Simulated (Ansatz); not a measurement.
# KTaO3: band gap under strain

Aim: follow the gap of KTaO3 built on the cubic perovskite prototype through these states: -1.5 % biaxial strain in x and y, free along z; +3.0 % equal strain in all directions. The table at the end shows which levels were run.

The runs shown are made with Ansatz 0.2.0. PAW datasets, plane waves. Computed at 0 K without zero-point motion; spin polarisation is off.

### Step 1. The structure to begin with

The unstrained cell was relaxed with r2SCAN; in each strained cell the atoms were relaxed again with r2SCAN. Names of k-points are those of the unstrained zone, where strain can split equivalent points. First state: -1.5 % biaxial strain in x and y, free along z.

Space group P4/mmm (No. 123), tetragonal; a = 3.930 Å, c = 4.013 Å in the conventional setting, 12.40 Å³ an atom. Near K stand 12 O at 2.78–2.81 Å; near Ta stand 6 O at 1.97–2.01 Å; near O stand 2 Ta at 2.01 Å and 4 K at 2.78 Å; near O stand 2 Ta at 1.97 Å and 4 K at 2.81 Å.

As a file:

Space group P4/mmm (No. 123). a = 3.930 Å, b = 3.930 Å, c = 4.013 Å, α = 90.00°, β = 90.00°, γ = 90.00°
| atom | site | symmetry | x | y | z |
| --- | --- | --- | --- | --- | --- |
| K | 1a | 4/mmm | 0.0000 | 0.0000 | 0.0000 |
| Ta | 1d | 4/mmm | 0.5000 | 0.5000 | 0.5000 |
| O | 1c | 4/mmm | 0.5000 | 0.5000 | 0.0000 |
| O | 2e | mmm. | 0.5000 | 0.0000 | 0.5000 |

From earlier runs on the unstrained cell: PBE 2.22 eV, r2SCAN 2.63 eV, HSE06 3.57 eV; a = 3.990 Å.

### Step 2. -1.5 % biaxial strain in x and y, free along z: PBE

input.yaml reads:

```yaml
crystal:
  lattice:
    - [3.9302791365, 0.0, 0.0]
    - [0.0, 3.9302791365, 0.0]
    - [0.0, 0.0, 4.0125798468]
  atoms:
    - { symbol: K, position: [0.0, 0.0, 0.0] }
    - { symbol: Ta, position: [0.5, 0.5, 0.5] }
    - { symbol: O, position: [0.5, 0.5, 0.0] }
    - { symbol: O, position: [0.5, 0.0, 0.5] }
    - { symbol: O, position: [0.0, 0.5, 0.5] }
kpoints:
  mp_grid: { grid: [6, 6, 6] }
  band_path:
    path: [[0.0, 0.0, 0.0], [0.0, 0.5, 0.0], [0.5, 0.5, 0.0], [0.5, 0.5, 0.5]]
    npoints: 1
hamiltonian:
  xc: pbe
scf:
  occupations: { method: fermi_dirac, width: 0.02 }
  n_extra_bands: 5
output:
  forces: true
  stress: true
  eigenvalues: true
```

The run is started by

```
ansatz run input.yaml --threads 2 --pin off --max-ram 2211MiB --backend cpu --events-out ev --progress --plain --runs-dir out
```

Further steps of the session: -1.5 % biaxial strain in x and y, free along z: r2SCAN; -1.5 % biaxial strain in x and y, free along z: HSE06; +3.0 % equal strain in all directions: PBE; +3.0 % equal strain in all directions: r2SCAN; +3.0 % equal strain in all directions: HSE06.

What does the calculation give?

As calculated:

Least gap in eV (negative: overlap), with the change from the unstrained cell in brackets:

```
                                         state  volume change (%)           PBE        r2SCAN         HSE06
-1.5 % biaxial strain in x and y, free along z               -2.4  2.25 (+0.03)  2.67 (+0.04)  3.61 (+0.04)
         +3.0 % equal strain in all directions               +9.3  2.01 (-0.21)  2.38 (-0.25)  3.30 (-0.27)
```

In words: With HSE06, of the states in the table +3.0 % equal strain in all directions shifts the gap most, by -0.263 eV. PBE and HSE06 differ by 1.35 eV on the unstrained gap, and by at most 0.06 eV on its change: the two disagree on the size of the gap but agree on its response to strain. Spin-orbit coupling is left out of the table, though the cell holds Ta (Z = 73); in an element this heavy it can shift bands and gaps by tenths of an eV.
